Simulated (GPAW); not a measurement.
# HfN (Pm-3m) in GPAW: convergence with convergence criteria

Aim: find how far convergence criteria must go before the results for HfN settle, at PBE. This setting moves, with any that are tied to it; all else stays.

All numbers are computed with GPAW 26.7.0; they aren't measurements. Logs are shortened: lines on timing, memory, paths and dates and some standing lists are left out, and cuts for length are marked. The log counts tension as positive stress, the text compression.

## Step 1: The structure

The structure is cubic, space group Pm-3m (No. 221). The conventional cell has a = 2.825 Å, b = 2.825 Å, c = 2.825 Å, α = 90.00°, β = 90.00°, γ = 90.00°. Around Hf (site symmetry m-3m) lie 8 N at 2.45 Å. N (site symmetry m-3m) is surrounded by 8 Hf at 2.45 Å.

The cell was built by a generator and needn't be a form met in nature.

## Step 2: With convergence criteria density=0.001 energy=0.01 eigenstates=0.0001

Input file run.py:

```python
from ase.dft.bandgap import bandgap
from ase.io import read, write
from ase.units import GPa
from gpaw import GPAW, PW

atoms = read('HfN.xyz')

calc = GPAW(mode=PW(800),
            xc='PBE',
            kpts={'size': (9, 9, 9), 'gamma': True},
            occupations={'name': 'fermi-dirac', 'width': 0.05},
            nbands=19,
            convergence={'density': 0.001, 'energy': 0.01, 'eigenstates': 0.0001},
            maxiter=100,
            txt='gpaw.txt')
atoms.calc = calc
energy = atoms.get_potential_energy()
forces = atoms.get_forces()
stress = atoms.get_stress()
calc.write('gs.gpw')
write('result.traj', atoms)
print(f'Energy: {energy:.6f} eV')
print('Forces (eV/A):')
print(forces.round(4))
print('Stress (GPa):', (stress / GPa).round(3))
print('Fermi level:', round(calc.get_fermi_level(), 4), 'eV')
print(f'Gap: {bandgap(calc)[0]:.4f} eV, direct: {bandgap(calc, direct=True)[0]:.4f} eV')
```

Input file HfN.xyz:

```xyz
2
Lattice="2.8250300000 0.0000000000 0.0000000000 0.0000000000 2.8250300000 0.0000000000 0.0000000000 0.0000000000 2.8250300000" Properties=species:S:1:pos:R:3 pbc="T T T"
Hf     1.4125150000      1.4125150000      1.4125150000
N      0.0000000000      0.0000000000      0.0000000000
```

Potentials or basis: GPAW PAW data sets (gpaw-data 1.2.1), pw.

Started as:

```
$ OMP_NUM_THREADS=1 python run.py
```

It took 18 s on 1 thread of Arm Neoverse N1, shared host; peak memory 0.15 GiB.

Results:

```
Free energy            : -17.3337 eV
Pressure               : -0.5 GPa
Band gap on the k mesh : none (metal or under the smearing width)
```

## Step 3: With convergence criteria default

Edit run.py of step 2 so:

```diff
@@ -12,3 +12,2 @@
             nbands=19,
-            convergence={'density': 0.001, 'energy': 0.01, 'eigenstates': 0.0001},
             maxiter=100,
```

HfN.xyz is that of step 2.

Potentials or basis: GPAW PAW data sets (gpaw-data 1.2.1), pw.

Started as:

```
$ OMP_NUM_THREADS=1 python run.py
```

Wall time 21 s (1 thread of Arm Neoverse N1, shared host); peak memory 0.15 GiB.

The run converged. Its results:

| Quantity | Value |
| --- | --- |
| Free energy | -17.3337 eV |
| Pressure | -0.5 GPa |
| Band gap on the k mesh | none (metal or under the smearing width) |

## Step 4: With convergence criteria density=1e-05 energy=1e-05

Edit run.py of step 3 so:

```diff
@@ -12,2 +12,3 @@
             nbands=19,
+            convergence={'density': 1e-05, 'energy': 1e-05},
             maxiter=100,
```

HfN.xyz is that of step 3.

Started as:

```
$ OMP_NUM_THREADS=1 python run.py
```

Wall time 22 s (1 thread of Arm Neoverse N1, shared host); peak memory 0.15 GiB.

The run converged. Its results:

| Quantity | Value |
| --- | --- |
| Free energy | -17.3337 eV |
| Pressure | -0.5 GPa |
| Band gap on the k mesh | none (metal or under the smearing width) |

## Step 5: With convergence criteria density=1e-05 forces=0.0001

Edit run.py of step 4 so:

```diff
@@ -12,3 +12,3 @@
             nbands=19,
-            convergence={'density': 1e-05, 'energy': 1e-05},
+            convergence={'density': 1e-05, 'forces': 0.0001},
             maxiter=100,
```

HfN.xyz is that of step 4.

Started as:

```
$ OMP_NUM_THREADS=1 python run.py
```

It took 22 s on 1 thread of Arm Neoverse N1, shared host; peak memory 0.15 GiB.

Results (log left out):

```yaml
Free_energy: -17.3337 eV
Pressure: -0.5 GPa
Band_gap_on_the_k_mesh: none (metal or under the smearing width)
```

## Step 6: With convergence criteria density=1e-06 energy=1e-06 eigenstates=1e-10

Edit run.py of step 5 so:

```diff
@@ -12,3 +12,3 @@
             nbands=19,
-            convergence={'density': 1e-05, 'forces': 0.0001},
+            convergence={'density': 1e-06, 'energy': 1e-06, 'eigenstates': 1e-10},
             maxiter=100,
```

HfN.xyz is that of step 5.

Potentials or basis: GPAW PAW data sets (gpaw-data 1.2.1), pw.

Started as:

```
$ OMP_NUM_THREADS=1 python run.py
```

gpaw.txt:

```text
__  _  _
 | _ |_)|_||  |
 |__||  | ||/\| - 26.7.0

Input parameters:
  mode=PW(ecut=800.0),
  convergence={'density': 1e-06, 'energy': 1e-06, 'eigenstates': 1e-10},
  kpts=MonkhorstPack(size=(9, 9, 9), gamma=True),
  maxiter=100,
  nbands=19,
  occupations=Occupations(name='fermi-dirac', width=0.05),
  xc=XC(name='PBE')

Diagonalizing LCAO Hamiltonian
Converting LCAO to pw mode
   .------.
  /|      |
 * |      |
 | .-Hf---.
 |/      /
 N------*

Atoms  # Å, Bohr magnetons
|   | symbol |        x |        y |        z |    initial magnetic moments |
|---|--------|----------|----------|----------|-----------------------------|
| 0 |     Hf | 1.412515 | 1.412515 | 1.412515 | ( 0.0000,  0.0000,  0.0000) |
| 1 |      N | 0.000000 | 0.000000 | 0.000000 | ( 0.0000,  0.0000,  0.0000) |

Unit cell  # Å
| periodic |        x |        y |        z |  lengths |    angles |
|----------|----------|----------|----------|----------|-----------|
|      yes | 2.825030 | 0.000000 | 0.000000 | 2.825030 | 90.000000 |
|      yes | 0.000000 | 2.825030 | 0.000000 | 2.825030 | 90.000000 |
|      yes | 0.000000 | 0.000000 | 2.825030 | 2.825030 | 90.000000 |

Number of symmetries: 48
Symmetry operations  # r_c * U_cc + t_c -> r_c
|    | kind |            matrix            |
|----|------|------------------------------|
|  0 |  E   |  1, 0, 0,  0, 1, 0,  0, 0, 1 |
|  1 |  σ   |  1, 0, 0,  0, 1, 0,  0, 0,-1 |
|  2 |  σ   |  1, 0, 0,  0, 0, 1,  0, 1, 0 |
|  3 |  C4  |  1, 0, 0,  0, 0, 1,  0,-1, 0 |
|  4 |  C4  |  1, 0, 0,  0, 0,-1,  0, 1, 0 |
|  5 |  σ   |  1, 0, 0,  0, 0,-1,  0,-1, 0 |
|  6 |  σ   |  1, 0, 0,  0,-1, 0,  0, 0, 1 |
|  7 |  C2  |  1, 0, 0,  0,-1, 0,  0, 0,-1 |
|  8 |  σ   |  0, 1, 0,  1, 0, 0,  0, 0, 1 |
|  9 |  C2  |  0, 1, 0,  1, 0, 0,  0, 0,-1 |
| 10 |  C3  |  0, 1, 0,  0, 0, 1,  1, 0, 0 |
| 11 |  S6  |  0, 1, 0,  0, 0, 1, -1, 0, 0 |
| 12 |  S6  |  0, 1, 0,  0, 0,-1,  1, 0, 0 |
| 13 |  C3  |  0, 1, 0,  0, 0,-1, -1, 0, 0 |
| 14 |  C4  |  0, 1, 0, -1, 0, 0,  0, 0, 1 |
| 15 |  S4  |  0, 1, 0, -1, 0, 0,  0, 0,-1 |
| 16 |  C3  |  0, 0, 1,  1, 0, 0,  0, 1, 0 |
| 17 |  S6  |  0, 0, 1,  1, 0, 0,  0,-1, 0 |
| 18 |  σ   |  0, 0, 1,  0, 1, 0,  1, 0, 0 |
| 19 |  C4  |  0, 0, 1,  0, 1, 0, -1, 0, 0 |
| 20 |  C2  |  0, 0, 1,  0,-1, 0,  1, 0, 0 |
| 21 |  S4  |  0, 0, 1,  0,-1, 0, -1, 0, 0 |
| 22 |  S6  |  0, 0, 1, -1, 0, 0,  0, 1, 0 |
| 23 |  C3  |  0, 0, 1, -1, 0, 0,  0,-1, 0 |
| 24 |  S6  |  0, 0,-1,  1, 0, 0,  0, 1, 0 |
| 25 |  C3  |  0, 0,-1,  1, 0, 0,  0,-1, 0 |
| 26 |  C4  |  0, 0,-1,  0, 1, 0,  1, 0, 0 |
| 27 |  σ   |  0, 0,-1,  0, 1, 0, -1, 0, 0 |
| 28 |  S4  |  0, 0,-1,  0,-1, 0,  1, 0, 0 |
| 29 |  C2  |  0, 0,-1,  0,-1, 0, -1, 0, 0 |
| 30 |  C3  |  0, 0,-1, -1, 0, 0,  0, 1, 0 |
| 31 |  S6  |  0, 0,-1, -1, 0, 0,  0,-1, 0 |
| 32 |  C4  |  0,-1, 0,  1, 0, 0,  0, 0, 1 |
| 33 |  S4  |  0,-1, 0,  1, 0, 0,  0, 0,-1 |
| 34 |  S6  |  0,-1, 0,  0, 0, 1,  1, 0, 0 |
| 35 |  C3  |  0,-1, 0,  0, 0, 1, -1, 0, 0 |
| 36 |  C3  |  0,-1, 0,  0, 0,-1,  1, 0, 0 |
| 37 |  S6  |  0,-1, 0,  0, 0,-1, -1, 0, 0 |
| 38 |  σ   |  0,-1, 0, -1, 0, 0,  0, 0, 1 |
| 39 |  C2  |  0,-1, 0, -1, 0, 0,  0, 0,-1 |
| 40 |  σ   | -1, 0, 0,  0, 1, 0,  0, 0, 1 |
| 41 |  C2  | -1, 0, 0,  0, 1, 0,  0, 0,-1 |
| 42 |  C2  | -1, 0, 0,  0, 0, 1,  0, 1, 0 |
| 43 |  S4  | -1, 0, 0,  0, 0, 1,  0,-1, 0 |
| 44 |  S4  | -1, 0, 0,  0, 0,-1,  0, 1, 0 |
| 45 |  C2  | -1, 0, 0,  0, 0,-1,  0,-1, 0 |
| 46 |  C2  | -1, 0, 0,  0,-1, 0,  0, 0, 1 |
| 47 |  i   | -1, 0, 0,  0,-1, 0,  0, 0,-1 |

BZ-sampling:
  Number of BZ points: 729
  Number of IBZ points: 35

  Monkhorst-Pack size: [9, 9, 9]
  Monkhorst-Pack shift: [0, 0, 0]

K-points  # in reciprocal-cell coordinates
|     |                                coordinates |     weight |
|-----|--------------------------------------------|------------|
|   0 | (  0.00000000,   0.00000000,   0.00000000) | 0.00137174 |
|   1 | (  0.11111111,   0.00000000,   0.00000000) | 0.00823045 |
|   2 | (  0.11111111,   0.11111111,   0.00000000) | 0.01646091 |
|   3 | (  0.11111111,   0.11111111,   0.11111111) | 0.01097394 |
|   4 | (  0.22222222,   0.00000000,   0.00000000) | 0.00823045 |
|   5 | (  0.22222222,   0.11111111,   0.00000000) | 0.03292181 |
|   6 | (  0.22222222,   0.11111111,   0.11111111) | 0.03292181 |
|   7 | (  0.22222222,   0.22222222,   0.00000000) | 0.01646091 |
|   8 | (  0.22222222,   0.22222222,   0.11111111) | 0.03292181 |
|   9 | (  0.22222222,   0.22222222,   0.22222222) | 0.01097394 |
| ... |                                            |            |
|  34 | (  0.44444444,   0.44444444,   0.44444444) | 0.01097394 |

Plane wave coefficients: 1189
Cutoff: 800.0 eV

Spin-components: 1 (collinear spins)
Bands:           19
Projectors:      11
Spin-degeneracy: 2
Datatype:        complex128

Parallelization:
  kpt:    1
  domain: 1
  band:   1

Density:
  Valence electrons: 17.0
  Components: 1
  Grid points: [20 20 20]
  Charge: 0.0  # |e|

Potential:
  Grid points: [20 20 20]

species:
  Hf:
    name:    Hafnium
    Z:       72.0
    valence: 12
    core:    60
    charge:  0.0  # [|e|]
    compensation charges:
      type: gauss
      rc: 0.41  # [Å]
      lmax: 2
    cutoffs:
      filter: 2.36  # [Å]
      core: 4.02  # [Å]
    projectors
    | kind |    occ | energy [eV] | rcut [Å] |
    |------|--------|-------------|----------|
    |   5s |  2.000 |     -66.831 |    1.397 |
    |   6s |  2.000 |      -5.097 |    1.397 |
    |   5p |  6.000 |     -35.599 |    1.307 |
    |   6p |  0.000 |      -1.401 |    1.307 |
    |   5d |  2.000 |      -2.699 |    1.334 |
    |    d |        |      24.513 |    1.334 |

    Using partial waves for Hf as LCAO basis

  N:
    name:    Nitrogen
    Z:       7.0
    valence: 5
    core:    2
    charge:  0.0  # [|e|]
    compensation charges:
      type: gauss
      rc: 0.18  # [Å]
      lmax: 2
    cutoffs:
      filter: 1.11  # [Å]
      core: 0.96  # [Å]
    projectors
    | kind |    occ | energy [eV] | rcut [Å] |
    |------|--------|-------------|----------|
    |   2s |  2.000 |     -18.583 |    0.603 |
    |   2p |  3.000 |      -7.089 |    0.529 |
    |    s |        |       8.629 |    0.603 |
    |    p |        |      20.123 |    0.529 |
    |    d |        |       0.000 |    0.577 |

    Using partial waves for N as LCAO basis

Reference energy: -411367.836780  # eV

eigensolver:
  PPCG
  Converge bands: occupied
  niter=2

density mixing:
  MSR1-Mixer
  Pratt-step length: 0.05
  Maximum mixing coefficient: 0.75
  Old densities: 10
  SVD Regularization: 0.005
  Good broyden scale: 1.0
  Trust region scale: 1.0
  Backstep threshold: 4.0
  History deletion threshold: 6.0
  Fourier metric: weight=20.0, sigma=0.015

occupation numbers:
  Fermi-Dirac:
    width: 0.0500  # eV

poisson solver:
  ecut: 6400.0  # eV

xc functional:
  name: PBE with 2 nearest neighbor stencil

convergence criteria:
- Maximum integral of absolute [dens]ity change: 1e-06 electrons / valence electron
- Maximum [total energy] change in last 3 cyles: 1e-06 eV / valence electron
- Maximum integral of absolute [eigenst]ate change: 1e-10 eV^2 / valence electron
maximum number of iterations: 100

SCF iterations
|iter     | |      energy | eigst |  dens |
|---------|-|-------------|-------|-------|
|iter:   1| |  -18.776605 | -0.20 |       |
|iter:   2| |  -18.313244 | -2.48 | -0.95 |
|iter:   3| |  -17.308892 | -1.62 | -1.02 |
|iter:   4| |  -17.316373 | -3.03 | -1.66 |
|iter:   5| |  -17.328772 | -3.08 | -1.86 |
|iter:   6| |  -17.328367 | -4.53 | -2.65 |
|iter:   7| |  -17.328241 | -5.50 | -2.98 |
|iter:   8| |  -17.328248 | -7.45 | -3.92 |
|iter:   9| |  -17.328247c| -8.12 | -4.40 |
|iter:  10| |  -17.328247c|-10.50c| -5.63 |
|iter:  11| |  -17.328247c|-10.37c| -5.95 |
|iter:  12| |  -17.328247c|-11.20c| -7.07c|

Converged in 12 steps
Energy contributions relative to reference atoms: (reference = -411367.836780)

Energy contributions:
  Kinetic:          16.715236
  Coulomb:         -15.556856
  Zero:             -0.289562
  External:          0.000000
  Xc:              -18.191577
  Entropy:          -0.010976
  Spinorbit:         0.000000
  ----------------------------
  Free energy:     -17.333735
  Extrapolated:    -17.328247

dipole moment: (-7.019523, -7.019523, -7.019523)  # |e|*Ang

Fermi level: 13.095
Eigenvalues  # (at kpt = [0.000, 0.000, 0.000])
| band index |      eig [eV] | occ [0-2] |
|------------|---------------|-----------|
|          0 |       -48.818 |     2.000 |
|        ... |               |           |
|          2 |       -17.184 |     2.000 |
|          3 |       -17.184 |     2.000 |
|          4 |        -3.036 |     2.000 |
|          5 |        10.662 |     2.000 |
|          6 |        10.662 |     2.000 |
|          7 |        11.989 |     2.000 |
[... 9 lines left out ...]
|         17 |        34.938 |     0.000 |
|         18 |        34.938 |     0.000 |

No gap
No difference between direct/indirect transitions

Forces  # eV/Ang
|        x |       y |       z |
|----------|---------|---------|
| -0.00000 | 0.00000 | 0.00000 |  # Hf   0
|  0.00000 | 0.00000 | 0.00000 |  # N    1

Stress tensor  # eV/Ang^3
|         x |         y |        z |
|-----------|-----------|----------|
|  0.003234 | -0.000000 | 0.000000 |
| -0.000000 |  0.003234 | 0.000000 |
|  0.000000 |  0.000000 | 0.003234 |

# Writing to gs.gpw (mode='')
```

stdout:

```text
Energy: -17.328247 eV
Forces (eV/A):
[[-0.  0.  0.]
 [ 0.  0.  0.]]
Stress (GPa): [ 0.518  0.518  0.518  0.     0.    -0.   ]
Fermi level: 13.0949 eV
Gap: 0.0000 eV, direct: 0.0000 eV
```

Run time: 25 s. Hardware: 1 thread of Arm Neoverse N1, shared host; peak memory 0.15 GiB.

Results:

```
Free energy            : -17.3337 eV
Pressure               : -0.5 GPa
Band gap on the k mesh : none (metal or under the smearing width)
```

## Step 7: The series at a glance

```
                        convergence criteria  energy less the tightest run, at zero smearing (meV/atom)  SCF cycles  CPU time (s)  peak memory (GiB)
density=0.001 energy=0.01 eigenstates=0.0001                                                       0.00           8            18               0.15
                                     default                                                       0.00           9            21               0.15
                  density=1e-05 energy=1e-05                                                       0.00          10            22               0.15
                 density=1e-05 forces=0.0001                                                       0.00          11            22               0.15
density=1e-06 energy=1e-06 eigenstates=1e-10                                                       0.00          12            25               0.15
```

Against the tightest run, the energy stays within 1 meV/atom from density=0.001 energy=0.01 eigenstates=0.0001 on. The tightest run that finished is the yardstick and may itself not be fully converged.
